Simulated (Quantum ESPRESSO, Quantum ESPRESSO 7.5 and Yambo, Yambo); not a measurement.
# Beyond one shot: BaS (Fm-3m)

Aim: iterate the self-energy on BaS (Fm-3m) and follow the gap from cycle to cycle.

Program: Quantum ESPRESSO 7.5 and Yambo 5.3.0. Level of theory: PBE and many-body steps on it, plane waves. Results are calculated unless marked as measured.

This is a report of a sequence of runs, with most program output left out.

## (1) Starting point

The structure is cubic, space group Fm-3m (No. 225). Conventional cell: a = 6.388 Å, b = 6.388 Å, c = 6.388 Å, α = 90.00°, β = 90.00°, γ = 90.00°. Nearest to Ba lie 6 S at 3.19 Å. S has 6 Ba at 3.19 Å nearest. Farther neighbours and most contacts between anions are not listed.

The cell and positions come from the Crystallography Open Database and are kept as given unless a step says otherwise.

## (2) Empty states on the mesh, 4×4×4 mesh, 208 bands

This step: Quantum ESPRESSO 7.5; DFT, PBE with spin-orbit coupling, plane waves, norm-conserving pseudopotentials.

The sums over transitions need many empty states on a uniform mesh; this step solves for them.

pw.in

```
&control
  calculation = 'nscf'
  prefix = 'x'
  outdir = 'o'
  pseudo_dir = 'pseudo'
/
&system
  ibrav = 0
  nat = 2
  ntyp = 2
  ecutwfc = 40.0
  nbnd = 208
  force_symmorphic = .true.
  noncolin = .true.
  lspinorb = .true.
/
&electrons
  conv_thr = 1e-9
  electron_maxstep = 80
  diago_full_acc = .true.
  diago_thr_init = 5e-6
/
ATOMIC_SPECIES
  Ba 137.33 Ba.upf
  S 32.06 S.upf
CELL_PARAMETERS angstrom
  0.0000000000 3.1937500000 3.1937500000
  3.1937500000 0.0000000000 3.1937500000
  3.1937500000 3.1937500000 0.0000000000
ATOMIC_POSITIONS crystal
  Ba 0.0000000000 0.0000000000 0.0000000000
  S 0.5000000000 0.5000000000 0.5000000000
K_POINTS automatic
  4 4 4 0 0 0
```

Command:

```console
$ OMP_NUM_THREADS=1 mpirun -n 16 pw.x -nk 4 -in pw.in > pw.out
```

The job ended after 9.6 s (16 MPI ranks of Arm Neoverse V2, shared host; peak memory 1.1 GiB; 2.2 min of CPU time).

Numbers from this step:

```
gap                                                           : 2.099 eV
k of the valence top                                          : 0, 0, 0
k of the conduction bottom                                    : 0, -0.5, -0.5
least direct gap                                              : 2.189 eV
k points computed                                             : 8
lowest point of the top converged band, above the valence top : 65.6679 eV
```

On this mesh the gap is 2.099 eV.

The density comes from a self-consistent run that is not shown, made with spin-orbit coupling and fully relativistic files.

## (3) Conversion and set-up

This step: Yambo 5.3.0; conversion and set-up on PBE with spin-orbit coupling, plane waves, norm-conserving pseudopotentials.

The states are converted to the many-body program's format and the q mesh is built.

Command:

```console
$ (cd o/x.save; p2y > p2y.log; mv SAVE ../..); yambo > setup.log
```

Wall time 2.3 s (1 MPI rank); peak memory 0.24 GiB.

## (4) G0W0

Now the one-shot GW correction: screening in the RPA, then the self-energy of the levels asked for.

This step: G0W0 on PBE with spin-orbit coupling, plane waves, norm-conserving pseudopotentials.

gw1.in

```
HF_and_locXC
gw0
dyson
ppa
em1d
rim_cut
RandQpts= 1000000
RandGvec= 1 RL
EXXRLvcs= 40 Ry
VXCRLvcs= 160 Ry
Chimod= "HARTREE"
% BndsRnXp
 1 | 208 |
%
NGsBlkXp= 9 Ry
% LongDrXp
 1 | 1 | 1 |
%
% GbndRnge
 1 | 208 |
%
DysSolver= "n"
ExtendOut
PPAPntXp= 27.21138 eV
% QPkrange
 1 | 1 | 13 | 20 |
 7 | 7 | 13 | 20 |
%
```

Command:

```console
$ OMP_NUM_THREADS=2 mpirun -n 8 yambo -F gw1.in -J gw1 -C gw1 > gw1.log
```

It took 64 s on 8 MPI ranks; peak memory 3.8 GiB.

Numbers from this step:

- G0W0 gap on the points computed: 3.428 eV
- starting gap on the mesh: 2.099 eV
- k of the valence top: 0, 0, 0
- k of the conduction bottom: 0, -0.5, -0.5
- least direct G0W0 gap on the computed points: 3.532 eV
- Z at the valence top: 0.7916
- Z at the conduction bottom: 0.8339

The gap on the mesh goes from 2.10 eV to 3.43 eV, a correction of +1.33 eV.

## (5) evGW0, cycle 1

This step: evGW0 on PBE with spin-orbit coupling, plane waves, norm-conserving pseudopotentials.

gw3.in, as its differences from gw1.in of step 4:

```diff
@@ -25,4 +25,4 @@
 % QPkrange
- 1 | 1 | 13 | 20 |
- 7 | 7 | 13 | 20 |
+ 1 | 8 | 5 | 24 |
 %
+GfnQPdb= "E < ./gw2/ndb.QP"
```

Command:

```console
$ OMP_NUM_THREADS=2 mpirun -n 8 yambo -F gw3.in -J gw3,gw1_W -C gw3 > gw3.log
```

It took 5.6 min on 8 MPI ranks; peak memory 4 GiB; 72 min of CPU time.

This step gave:

```
quasiparticle gap on the mesh                         : 3.553 eV
gap of the density functional on the mesh             : 2.099 eV
k of the valence top                                  : 0, 0, 0
k of the conduction bottom                            : 0, -0.5, -0.5
least direct quasiparticle gap on the computed points : 3.661 eV
Z at the valence top                                  : 0.7970
Z at the conduction bottom                            : 0.8500
```

Against G0W0 in Yambo (4×4×4 mesh, 208 bands, screening to 122.5 eV, Godby-Needs plasmon pole), the gap moves by +0.125 eV.

The program's own table gives 3.752 eV, which is too large where the input levels are shifted: this version takes Σc at the unshifted level E₀, yet steps from the shifted one. The value above is the Newton step from E₀, E₀ + Z(Σc + Σx − Vxc), rebuilt from the printed columns.

## (6) evGW0, cycle 2

The corrected levels of the last cycle go back in.

gw4.in, as its differences from gw3.in of step 5:

```diff
@@ -27,2 +27,2 @@
 %
-GfnQPdb= "E < ./gw2/ndb.QP"
+GfnQPdb= "E < ./gw3_fix/ndb.QP"
```

Command:

```console
$ OMP_NUM_THREADS=2 mpirun -n 8 yambo -F gw4.in -J gw4,gw1_W -C gw4 > gw4.log
```

Wall time 5.3 min (8 MPI ranks); peak memory 4 GiB; 70 min of CPU time.

Numbers from this step:

```yaml
quasiparticle_gap_on_the_mesh: 3.566 eV
gap_of_the_density_functional_on_the_mesh: 2.099 eV
k_of_the_valence_top: 0, 0, 0
k_of_the_conduction_bottom: 0, -0.5, -0.5
least_direct_quasiparticle_gap_on_the_computed_points: 3.675 eV
```

Against the cycle before, the gap moves by +0.013 eV.

The program's own table gives 3.781 eV, which is too large where the input levels are shifted: this version takes Σc at the unshifted level E₀, yet steps from the shifted one. The value above is the Newton step from E₀, E₀ + Z(Σc + Σx − Vxc), rebuilt from the printed columns.

## (7) evGW0, cycle 3

gw5.in, as its differences from gw4.in of step 6:

```diff
@@ -27,2 +27,2 @@
 %
-GfnQPdb= "E < ./gw3_fix/ndb.QP"
+GfnQPdb= "E < ./gw4_fix/ndb.QP"
```

Command:

```console
$ OMP_NUM_THREADS=2 mpirun -n 8 yambo -F gw5.in -J gw5,gw1_W -C gw5 > gw5.log
```

The job ended after 5.6 min (8 MPI ranks; peak memory 4 GiB; 73 min of CPU time).

This step gave:

```
quasiparticle gap on the mesh                         : 3.568 eV
gap of the density functional on the mesh             : 2.099 eV
k of the valence top                                  : 0, 0, 0
k of the conduction bottom                            : 0, -0.5, -0.5
least direct quasiparticle gap on the computed points : 3.676 eV
```

Against the cycle before, the gap moves by +0.002 eV.

The program's own table gives 3.785 eV, which is too large where the input levels are shifted: this version takes Σc at the unshifted level E₀, yet steps from the shifted one. The value above is the Newton step from E₀, E₀ + Z(Σc + Σx − Vxc), rebuilt from the printed columns.

## (8) evGW, cycle 1

This step: evGW on PBE with spin-orbit coupling, plane waves, norm-conserving pseudopotentials.

gw6.in, as its differences from gw5.in of step 7:

```diff
@@ -27,2 +27,3 @@
 %
-GfnQPdb= "E < ./gw4_fix/ndb.QP"
+GfnQPdb= "E < ./gw2/ndb.QP"
+XfnQPdb= "E < ./gw2/ndb.QP"
```

Command:

```console
$ OMP_NUM_THREADS=2 mpirun -n 8 yambo -F gw6.in -J gw6 -C gw6 > gw6.log
```

The job ended after 5.8 min (8 MPI ranks; peak memory 4.2 GiB).

Numbers from this step:

```yaml
quasiparticle_gap_on_the_mesh: 3.839 eV
gap_of_the_density_functional_on_the_mesh: 2.099 eV
k_of_the_valence_top: 0, 0, 0
k_of_the_conduction_bottom: 0, -0.5, -0.5
least_direct_quasiparticle_gap_on_the_computed_points: 3.947 eV
```

Against G0W0 in Yambo (4×4×4 mesh, 208 bands, screening to 122.5 eV, Godby-Needs plasmon pole), the gap moves by +0.411 eV.

The program's own table gives 4.016 eV, which is too large where the input levels are shifted: this version takes Σc at the unshifted level E₀, yet steps from the shifted one. The value above is the Newton step from E₀, E₀ + Z(Σc + Σx − Vxc), rebuilt from the printed columns.

## (9) evGW, cycle 2

gw7.in, as its differences from gw6.in of step 8:

```diff
@@ -27,3 +27,3 @@
 %
-GfnQPdb= "E < ./gw2/ndb.QP"
-XfnQPdb= "E < ./gw2/ndb.QP"
+GfnQPdb= "E < ./gw6_fix/ndb.QP"
+XfnQPdb= "E < ./gw6_fix/ndb.QP"
```

Command:

```console
$ OMP_NUM_THREADS=2 mpirun -n 8 yambo -F gw7.in -J gw7 -C gw7 > gw7.log
```

The job ended after 6.2 min (8 MPI ranks; peak memory 4.2 GiB).

This step gave:

```
quasiparticle gap on the mesh                         : 3.957 eV
gap of the density functional on the mesh             : 2.099 eV
k of the valence top                                  : 0, 0, 0
k of the conduction bottom                            : 0, -0.5, -0.5
least direct quasiparticle gap on the computed points : 4.067 eV
```

Against the cycle before, the gap moves by +0.118 eV.

The program's own table gives 4.175 eV, which is too large where the input levels are shifted: this version takes Σc at the unshifted level E₀, yet steps from the shifted one. The value above is the Newton step from E₀, E₀ + Z(Σc + Σx − Vxc), rebuilt from the printed columns.

## (10) evGW, cycle 3

gw8.in, as its differences from gw7.in of step 9:

```diff
@@ -27,3 +27,3 @@
 %
-GfnQPdb= "E < ./gw6_fix/ndb.QP"
-XfnQPdb= "E < ./gw6_fix/ndb.QP"
+GfnQPdb= "E < ./gw7_fix/ndb.QP"
+XfnQPdb= "E < ./gw7_fix/ndb.QP"
```

Command:

```console
$ OMP_NUM_THREADS=2 mpirun -n 8 yambo -F gw8.in -J gw8 -C gw8 > gw8.log
```

Wall time 5.6 min (8 MPI ranks); peak memory 4.2 GiB; 75 min of CPU time.

Numbers from this step:

- quasiparticle gap on the mesh: 3.995 eV
- gap of the density functional on the mesh: 2.099 eV
- k of the valence top: 0, 0, 0
- k of the conduction bottom: 0, -0.5, -0.5
- least direct quasiparticle gap on the computed points: 4.106 eV

Against the cycle before, the gap moves by +0.038 eV.

The program's own table gives 4.223 eV, which is too large where the input levels are shifted: this version takes Σc at the unshifted level E₀, yet steps from the shifted one. The value above is the Newton step from E₀, E₀ + Z(Σc + Σx − Vxc), rebuilt from the printed columns.

## (11) evGW, cycle 4

gw9.in, as its differences from gw8.in of step 10:

```diff
@@ -27,3 +27,3 @@
 %
-GfnQPdb= "E < ./gw7_fix/ndb.QP"
-XfnQPdb= "E < ./gw7_fix/ndb.QP"
+GfnQPdb= "E < ./gw8_fix/ndb.QP"
+XfnQPdb= "E < ./gw8_fix/ndb.QP"
```

Command:

```console
$ OMP_NUM_THREADS=2 mpirun -n 8 yambo -F gw9.in -J gw9 -C gw9 > gw9.log
```

Run time: 5.2 min. Hardware: 8 MPI ranks; peak memory 4.2 GiB.

Numbers from this step:

```
quasiparticle gap on the mesh                         : 4.007 eV
gap of the density functional on the mesh             : 2.099 eV
k of the valence top                                  : 0, 0, 0
k of the conduction bottom                            : 0, -0.5, -0.5
least direct quasiparticle gap on the computed points : 4.118 eV
```

Against the cycle before, the gap moves by +0.012 eV.

The program's own table gives 4.238 eV, which is too large where the input levels are shifted: this version takes Σc at the unshifted level E₀, yet steps from the shifted one. The value above is the Newton step from E₀, E₀ + Z(Σc + Σx − Vxc), rebuilt from the printed columns.

## (12) evGW, cycle 5

gw10.in, as its differences from gw9.in of step 11:

```diff
@@ -27,3 +27,3 @@
 %
-GfnQPdb= "E < ./gw8_fix/ndb.QP"
-XfnQPdb= "E < ./gw8_fix/ndb.QP"
+GfnQPdb= "E < ./gw9_fix/ndb.QP"
+XfnQPdb= "E < ./gw9_fix/ndb.QP"
```

Command:

```console
$ OMP_NUM_THREADS=2 mpirun -n 8 yambo -F gw10.in -J gw10 -C gw10 > gw10.log
```

Run time: 5.3 min. Hardware: 8 MPI ranks; peak memory 4.2 GiB.

This step gave:

```yaml
quasiparticle_gap_on_the_mesh: 4.010 eV
gap_of_the_density_functional_on_the_mesh: 2.099 eV
k_of_the_valence_top: 0, 0, 0
k_of_the_conduction_bottom: 0, -0.5, -0.5
least_direct_quasiparticle_gap_on_the_computed_points: 4.121 eV
```

Against the cycle before, the gap moves by +0.003 eV.

The program's own table gives 4.242 eV, which is too large where the input levels are shifted: this version takes Σc at the unshifted level E₀, yet steps from the shifted one. The value above is the Newton step from E₀, E₀ + Z(Σc + Σx − Vxc), rebuilt from the printed columns.

## (13) The runs together

Times are wall times on 8 MPI ranks of Arm Neoverse V2, shared host, good to a factor of about two.

```
           run   mesh  bands  screening cutoff (eV)  DFT gap (eV)  gap on the mesh (eV)  direct (eV)     time
          G0W0  4×4×4    208                  122.5         2.099                 3.428        3.532     64 s
evGW0, cycle 1  4×4×4    208                  122.5         2.099                 3.553        3.661  5.6 min
evGW0, cycle 2  4×4×4    208                  122.5         2.099                 3.566        3.675  5.3 min
evGW0, cycle 3  4×4×4    208                  122.5         2.099                 3.568        3.676  5.6 min
 evGW, cycle 1  4×4×4    208                  122.5         2.099                 3.839        3.947  5.8 min
 evGW, cycle 2  4×4×4    208                  122.5         2.099                 3.957        4.067  6.2 min
 evGW, cycle 3  4×4×4    208                  122.5         2.099                 3.995        4.106  5.6 min
 evGW, cycle 4  4×4×4    208                  122.5         2.099                 4.007        4.118  5.2 min
 evGW, cycle 5  4×4×4    208                  122.5         2.099                 4.010        4.121  5.3 min
```

## (14) Summary of results

| Property | Result |
| --- | --- |
| G0W0 | 3.428 eV |
| evGW0, cycle 1 | 3.553 eV |
| evGW0, cycle 2 | 3.566 eV |
| evGW0, cycle 3 | 3.568 eV |
| evGW, cycle 1 | 3.839 eV |
| evGW, cycle 2 | 3.957 eV |
| evGW, cycle 3 | 3.995 eV |
| evGW, cycle 4 | 4.007 eV |
| evGW, cycle 5 | 4.010 eV |
| known limits | not at the basis limit |

What this shows: evGW0 ends at 3.57 eV, +0.14 eV from G0W0, after 3 cycles that took 16 min beside the first screening; the last moved the gap by 0.002 eV. evGW ends at 4.01 eV, +0.58 eV from G0W0, after 5 cycles that took 28 min beside the first screening; the last moved the gap by 0.003 eV. Bands and cutoff are finite, so the gap is not at the basis limit. The miss can reach some tenths of an eV and take either sign; the mesh is an error of its own.

[Paths, hosts, dates, memory and timing lines, banners, echoed tables and standing remarks are left out of the program output.]

[Logs are printed without paths, hosts, clocks, repeated set-up lines and the standing remarks that a program may print on its own settings, such as how far it seeks lower states.]

[Runs of the session that timed out or met a known fault of the program may be left out.]

[Hosts, paths, dates, database ids (printed as entryN), source tags and the programs' standing remarks are cut or masked in the printed files.]
